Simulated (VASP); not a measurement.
# TiPt3: Ti into a neighbouring Ti vacancy

Wanted: the minimum-energy path in TiPt3 for this move: Ti into a neighbouring Ti vacancy. The start is a cell from a database of measured crystal structures.

Program: VASP 6.6.1. Level of theory: PBE; plane waves and PAW (Pt, Ti). Results are calculated unless marked as measured.

The database entry behind the starting cell is an old determination (1943), so it need not match the best structure at ambient conditions.

### Step 1. The host crystal

It takes space group Pm-3m (No. 221, cubic). Conventional cell: a = 3.897 Å, b = 3.897 Å, c = 3.897 Å, α = 90.00°, β = 90.00°, γ = 90.00°. Nearest to Pt lie 8 Pt at 2.76 Å and 4 Ti at 2.76 Å. Nearest to Ti lie 12 Pt at 2.76 Å. Farther neighbours are not listed.

### Step 2. Relax the host

First cell and atoms are relaxed at a raised cutoff, so that later runs start from this functional's own cell.

INCAR reads:

```
SYSTEM = TiPt3
PREC = Accurate
ENCUT = 350
EDIFF = 1E-06
NELM = 120
ISMEAR = 1
SIGMA = 0.15
LREAL = .FALSE.
ALGO = Normal
GGA = PE
NBANDS = 23
LASPH = .TRUE.
LORBIT = 11
LWAVE = .FALSE.
LCHARG = .FALSE.
KPAR = 6
IBRION = 2
NSW = 40
ISIF = 3
EDIFFG = -0.02
POTIM = 0.4
```

POSCAR reads:

```
TiPt3
1.0
    3.8970000000      0.0000000000      0.0000000000
    0.0000000000      3.8970000000      0.0000000000
    0.0000000000      0.0000000000      3.8970000000
Pt Ti
3 1
Direct
    0.5000000000      0.5000000000      0.0000000000
    0.5000000000      0.0000000000      0.5000000000
    0.0000000000      0.5000000000      0.5000000000
    0.0000000000      0.0000000000      0.0000000000
```

KPOINTS reads:

```
Automatic mesh
0
Gamma
6 6 6
0 0 0
```

The projector-augmented-wave data sets are Pt and Ti (PBE family, release 64).

Started as:

```bash
$ mpirun -np 6 vasp_std
```

Output:

```text
[banner, memory and clock lines left out]
running    6 mpi-ranks, on    1 nodes
 distrk:  each k-point on    1 cores,    6 groups
 distr:  one band on    1 cores,    1 groups

 POSCAR found type information on POSCAR PtTi
 POSCAR found :  2 types and       4 ions
|                                                                             |
|           W    W    AA    RRRRR   N    N  II  N    N   GGGG   !!!           |
|           W    W   A  A   R    R  NN   N  II  NN   N  G    G  !!!           |
|           W    W  A    A  R    R  N N  N  II  N N  N  G       !!!           |
|           W WW W  AAAAAA  RRRRR   N  N N  II  N  N N  G  GGG   !            |
|           WW  WW  A    A  R   R   N   NN  II  N   NN  G    G                |
|           W    W  A    A  R    R  N    N  II  N    N   GGGG   !!!           |
|                                                                             |
|     For optimal performance we recommend to set                             |
|       NCORE = 2 up to number-of-cores-per-socket                            |
|     NCORE specifies how many cores store one orbital (NPAR=cpu/NCORE).      |
|     This setting can greatly improve the performance of VASP for DFT.       |
|     The default, NCORE=1 might be grossly inefficient on modern             |
|     multi-core architectures or massively parallel machines. Do your        |
|     Unfortunately you need to use the default for GW and RPA                |
|     calculations (for HF NCORE is supported but not extensively tested      |
|     yet).                                                                   |
|                                                                             |

 LDA part: xc-table for (Slater+PW92), standard interpolation
 POSCAR, INCAR and KPOINTS ok, starting setup
 FFT: planning ... GRIDC
 FFT: planning ... GRID_SOFT
 FFT: planning ... GRID
 WAVECAR not read
 entering main loop
       N       E                     dE             d eps       ncg     rms          rms(c)
DAV:   1     0.174839991325E+03    0.17484E+03   -0.12596E+04   952   0.106E+03
DAV:   2    -0.209762334143E+02   -0.19582E+03   -0.17849E+03  1032   0.252E+02
DAV:   3    -0.322516443794E+02   -0.11275E+02   -0.10826E+02  1155   0.616E+01
DAV:   4    -0.324552605852E+02   -0.20362E+00   -0.20324E+00  1056   0.852E+00
DAV:   5    -0.324592577483E+02   -0.39972E-02   -0.39966E-02  1040   0.123E+00    0.245E+01
DAV:   6    -0.306192100657E+02    0.18400E+01   -0.10179E+01  1154   0.233E+01    0.122E+01
DAV:   7    -0.306421518395E+02   -0.22942E-01   -0.18472E+01  1293   0.353E+01    0.113E+01
DAV:   8    -0.295941814421E+02    0.10480E+01   -0.83671E-01  1121   0.801E+00    0.512E+00
DAV:   9    -0.294923363689E+02    0.10185E+00   -0.19865E+00  1224   0.105E+01    0.416E+00
DAV:  10    -0.293369520228E+02    0.15538E+00   -0.80166E-01  1286   0.783E+00    0.894E-01
DAV:  11    -0.293330402344E+02    0.39118E-02   -0.49805E-03   971   0.468E-01    0.783E-01
DAV:  12    -0.293242107120E+02    0.88295E-02   -0.15328E-02  1168   0.115E+00    0.567E-02
DAV:  13    -0.293242628050E+02   -0.52093E-04   -0.72900E-04  1193   0.182E-01    0.793E-02
DAV:  14    -0.293242005068E+02    0.62298E-04   -0.11272E-04  1173   0.970E-02    0.203E-02
DAV:  15    -0.293241995194E+02    0.98738E-06   -0.12245E-06   750   0.799E-03
   1 F= -.29324200E+02 E0= -.29326051E+02  d E =-.293242E+02
 curvature:   0.00 expect dE= 0.000E+00 dE for cont linesearch  0.000E+00
 trial: gam= 0.00000 g(F)=  0.000E+00 g(S)=  0.272E+00 ort = 0.000E+00 (trialstep = 0.100E+01)
 search vector abs. value=  0.272E+00
 bond charge predicted
       N       E                     dE             d eps       ncg     rms          rms(c)
DAV:   1    -0.324912522473E+02   -0.31671E+01   -0.49141E+01   920   0.540E+01    0.126E+01
DAV:   2    -0.382114375713E+02   -0.57202E+01   -0.40585E+01  1122   0.421E+01    0.338E+01
DAV:   3    -0.298152414869E+02    0.83962E+01   -0.36376E+01  1266   0.792E+01    0.557E+00
DAV:   4    -0.294124135230E+02    0.40283E+00   -0.12858E+00   970   0.723E+00    0.353E+00
DAV:   5    -0.292324490671E+02    0.17996E+00   -0.41212E-01  1216   0.472E+00    0.131E+00
DAV:   6    -0.292452973665E+02   -0.12848E-01   -0.32199E-02  1200   0.138E+00    0.129E+00
DAV:   7    -0.292324153017E+02    0.12882E-01   -0.38240E-02  1245   0.165E+00    0.307E-01
DAV:   8    -0.292317679792E+02    0.64732E-03   -0.11881E-03   943   0.247E-01    0.973E-02
DAV:   9    -0.292318020674E+02   -0.34088E-04   -0.25283E-04  1049   0.119E-01    0.832E-02
DAV:  10    -0.292317239221E+02    0.78145E-04   -0.67124E-05  1114   0.744E-02    0.429E-02
DAV:  11    -0.292316992420E+02    0.24680E-04   -0.42928E-05  1215   0.589E-02    0.451E-03
DAV:  12    -0.292316993148E+02   -0.72857E-07   -0.11151E-06   590   0.742E-03
   2 F= -.29231699E+02 E0= -.29234364E+02  d E =0.925002E-01
 trial-energy change:    0.092500  1 .order    0.073157   -0.272402    0.418717
 step:   0.3557(harm=  0.3941)  dis= 0.00000  next Energy=   -29.371771 (dE=-0.476E-01)
 bond charge predicted
       N       E                     dE             d eps       ncg     rms          rms(c)
DAV:   1    -0.311155021548E+02   -0.18838E+01   -0.22842E+01   928   0.348E+01    0.119E+01
DAV:   2    -0.365789106956E+02   -0.54634E+01   -0.67756E+01  1276   0.773E+01    0.135E+01
DAV:   3    -0.305373910911E+02    0.60415E+01   -0.62542E+00  1134   0.162E+01    0.642E+00
DAV:   4    -0.298092391242E+02    0.72815E+00   -0.74545E-01  1188   0.564E+00    0.448E+00
DAV:   5    -0.297307544898E+02    0.78485E-01   -0.36733E+00  1169   0.142E+01    0.631E+00
DAV:   6    -0.293762462818E+02    0.35451E+00   -0.17381E+00  1249   0.113E+01    0.993E-01
DAV:   7    -0.293671558792E+02    0.90904E-02   -0.23533E-02  1183   0.141E+00    0.325E-01
DAV:   8    -0.293785010867E+02   -0.11345E-01   -0.27227E-02  1216   0.156E+00    0.883E-01
DAV:   9    -0.293689378210E+02    0.95633E-02   -0.95714E-03  1224   0.911E-01    0.330E-01
DAV:  10    -0.293680360322E+02    0.90179E-03   -0.58211E-04  1216   0.202E-01    0.190E-01
DAV:  11    -0.293677090008E+02    0.32703E-03   -0.24398E-04  1185   0.138E-01    0.872E-02
DAV:  12    -0.293676222997E+02    0.86701E-04   -0.16734E-04  1192   0.115E-01    0.593E-03
DAV:  13    -0.293676226962E+02   -0.39645E-06   -0.44904E-06  1041   0.148E-02
   3 F= -.29367623E+02 E0= -.29369666E+02  d E =-.434232E-01
 curvature:  -0.20 expect dE=-0.155E-05 dE for cont linesearch -0.155E-05
 trial: gam=-0.00536 g(F)=  0.319E-64 g(S)=  0.792E-05 ort = 0.147E-02 (trialstep = 0.871E+00)
 search vector abs. value=  0.330E-09
 reached required accuracy - stopping structural energy minimisation
```

The job ended after 13 s (6 MPI ranks of AMD EPYC 7R43, shared host; peak memory 0.72 GiB; 63 s of CPU time).

The logs omit lines about the potential files and the build; timing stands in the text.

From OUTCAR (step 2):

```text
ion  position               nearest neighbor table
   1  0.500  0.500  0.000-   2 2.76   3 2.76   4 2.76   2 2.76   3 2.76   2 2.76   4 2.76   2 2.76
                             3 2.76   4 2.76   3 2.76   4 2.76
   2  0.500  0.000  0.500-   1 2.76   3 2.76   4 2.76   1 2.76   4 2.76   1 2.76   3 2.76   1 2.76
                             3 2.76   4 2.76   4 2.76   3 2.76
   3  0.000  0.500  0.500-   1 2.76   2 2.76   4 2.76   1 2.76   4 2.76   2 2.76   4 2.76   4 2.76
                             1 2.76   2 2.76   1 2.76   2 2.76
   4  0.000  0.000  0.000-   1 2.76   2 2.76   3 2.76   2 2.76   3 2.76   1 2.76   3 2.76   3 2.76
                             1 2.76   2 2.76   2 2.76   1 2.76

  LATTYP: Found a simple cubic cell.
 ALAT       =     3.8970000000

 Subroutine GETGRP returns: Found 48 space group operations
 (whereof 48 operations were pure point group operations)

The static configuration has the point symmetry O_h .

 Found     20 irreducible k-points:

   k-points           NKPTS =     20   k-points in BZ     NKDIM =     20   number of bands    NBANDS=     23

   dimension x,y,z NGX =    24 NGY =   24 NGZ =   24
   dimension x,y,z NGXF=    48 NGYF=   48 NGZF=   48

   ENCUT  =  350.0 eV  25.72 Ry    5.07 a.u.   5.94  5.94  5.94*2*pi/ulx,y,z

   NELECT =      34.0000    total number of electrons

 k-points in reciprocal lattice and weights: Automatic mesh
   0.00000000  0.00000000  0.00000000       0.005
   0.16666667  0.00000000  0.00000000       0.028
   0.33333333  0.00000000  0.00000000       0.028
   0.50000000  0.00000000  0.00000000       0.014
   0.16666667  0.16666667  0.00000000       0.056
   0.33333333  0.16666667  0.00000000       0.111
   0.50000000  0.16666667  0.00000000       0.056
   0.33333333  0.33333333  0.00000000       0.056
   0.50000000  0.33333333  0.00000000       0.056
[...]
0.50000000  0.50000000  0.33333333       0.028
   0.50000000  0.50000000  0.50000000       0.005

 average (electrostatic) potential at core
       1 -64.8318       2 -64.8318       3 -64.8318       4 -21.4150

 E-fermi :   9.8193

 k-point     1 :       0.0000    0.0000    0.0000
  band No.  band energies     occupation
    ...
     11       8.1464      2.00000
     12       8.1464      2.00000
     13       9.2448      2.00000
     14       9.7915      1.30815
     15       9.7915      1.30814
     16      11.0253     -0.00000
     17      11.0253     -0.00000
     18      11.3581     -0.00000
     19      11.3581     -0.00000
     20      11.3581     -0.00000
    ...

 k-point     2 :       0.1667    0.0000    0.0000
  band No.  band energies     occupation
    ...
     13       8.6121      2.00000
     14       8.6121      2.00000
     15       8.9309      2.00000
     16       9.7459      1.72866
     17       9.7924      1.29880
     18      10.7081     -0.00000
     19      10.7081     -0.00000
     20      10.8725     -0.00000
     21      10.9657     -0.00000
     22      11.5973     -0.00000
    ...

 k-point     3 :       0.3333    0.0000    0.0000
  band No.  band energies     occupation
    ...
     13       7.3027      2.00000
     14       7.5785      2.00000
     15       7.9305      2.00000
     16       8.4142      2.00000
     17       9.7943      1.27755
     18       9.9375      0.02631
     19       9.9375      0.02630
     20      10.4399     -0.00000
     21      10.5810     -0.00000
     22      11.5837     -0.00000
    ...

  Total        0.0165371      0.0165371      0.0165371      0.0000000     -0.0000000      0.0000000
  in kB        0.4338446      0.4338446      0.4338446      0.0000000     -0.0000000      0.0000000
  external PRESSURE =       0.4338446 kB  Pullay stress =       0.0000000 kB

  energy-cutoff  :      350.00
  volume of cell :       61.07
      direct lattice vectors                 reciprocal lattice vectors
     3.938024651  0.000000000  0.000000000     0.253934419 -0.000000000  0.000000000
     0.000000000  3.938024651  0.000000000    -0.000000000  0.253934419  0.000000000
    -0.000000000 -0.000000000  3.938024651    -0.000000000 -0.000000000  0.253934419

 POSITION                                       TOTAL-FORCE (eV/Angst)
 -----------------------------------------------------------------------------------
      1.96901      1.96901      0.00000         0.000000      0.000000      0.000000
      1.96901      0.00000      1.96901         0.000000     -0.000000      0.000000
     -0.00000      1.96901      1.96901        -0.000000     -0.000000      0.000000
      0.00000      0.00000      0.00000         0.000000      0.000000      0.000000
 -----------------------------------------------------------------------------------
    total drift:                                0.000000     -0.000000     -0.000000

  FREE ENERGIE OF THE ION-ELECTRON SYSTEM (eV)
  ---------------------------------------------------
  free  energy   TOTEN  =       -29.3676226962 eV

  energy  without entropy=      -29.3737529571  energy(sigma->0) =      -29.36966612

 reached required accuracy - stopping structural energy minimisation

 total charge
# of ion       s       p       d       tot
------------------------------------------
    1        0.685   0.642   8.039   9.366
    2        0.685   0.642   8.039   9.366
    3        0.685   0.642   8.039   9.366
    4        0.482   0.672   2.327   3.480
--------------------------------------------------
tot          2.537   2.596  26.444  31.577

[... 3 further parts left out ...]
```

CONTCAR:

```
TiPt3
   1.00000000000000
     3.9380246507219741    0.0000000000000000    0.0000000000000000
     0.0000000000000000    3.9380246507219741    0.0000000000000000
    -0.0000000000000000   -0.0000000000000000    3.9380246507219741
  Pt              Ti
     3     1
Direct
     0.5000000000000000    0.5000000000000000    0.0000000000000000
     0.5000000000000000    0.0000000000000000    0.5000000000000000
     0.0000000000000000    0.5000000000000000    0.5000000000000000
     0.0000000000000000    0.0000000000000000    0.0000000000000000
```

The k-mesh is coarse for a metal. The data set Ti keeps the semicore shell frozen, which is cheaper and a little less accurate. The run keeps the 48 symmetry operations of its start, so it cannot find a distortion of lower symmetry.

Relaxation path:

| step | energy less that of the first step (eV) | largest force (eV/Å) | pressure (GPa) | volume (Å³) |
| --- | --- | --- | --- | --- |
| 1 | 0.0000 | 0.0000 | 8.30 | 59.18 |
| 2 | 0.0925 | 0.0000 | -11.70 | 64.59 |
| 3 | -0.0434 | 0.0000 | 0.04 | 61.07 |

| conventional cell, symmetrised | before | after | change |
| --- | --- | --- | --- |
| a (Å) | 3.897 | 3.938 | +1.1 % |
| b (Å) | 3.897 | 3.938 | +1.1 % |
| c (Å) | 3.897 | 3.938 | +1.1 % |
| volume (Å³/atom) | 14.80 | 15.27 | +3.2 % |

The relaxed structure:

```
Pt Ti
1.0
     3.93802    0.00000    0.00000
     0.00000    3.93802    0.00000
     0.00000    0.00000    3.93802
Pt Ti
3 1
Cartesian
  1.9690 1.9690 0.0000
  1.9690 0.0000 1.9690
  0.0000 1.9690 1.9690
  0.0000 0.0000 0.0000
```

This step gave:

* electronic cycles: 40
* electrons: 34
* free energy (TOTEN): -29.37 eV
* energy at zero smearing: -29.37 eV
* Fermi energy: 9.819 eV
* labelled metallic, from the levels on this mesh: yes

The run ended after 3 ionic steps, 0.043 eV below its first step, once forces and stress met EDIFFG = -0.02.

(Part 1 of 4 ends here.)

[Lines on the potential files, build, host, timing and source positions are cut from VASP's logs without a mark.]

[Logs are printed without paths, hosts, clocks, repeated set-up lines and the standing remarks that a program may print on its own settings, such as how far it seeks lower states.]

[Hosts, paths, dates, database ids (printed as entryN), source tags and the programs' standing remarks are cut or masked in the printed files.]

[Runs that stopped without an error message from VASP are left out.]
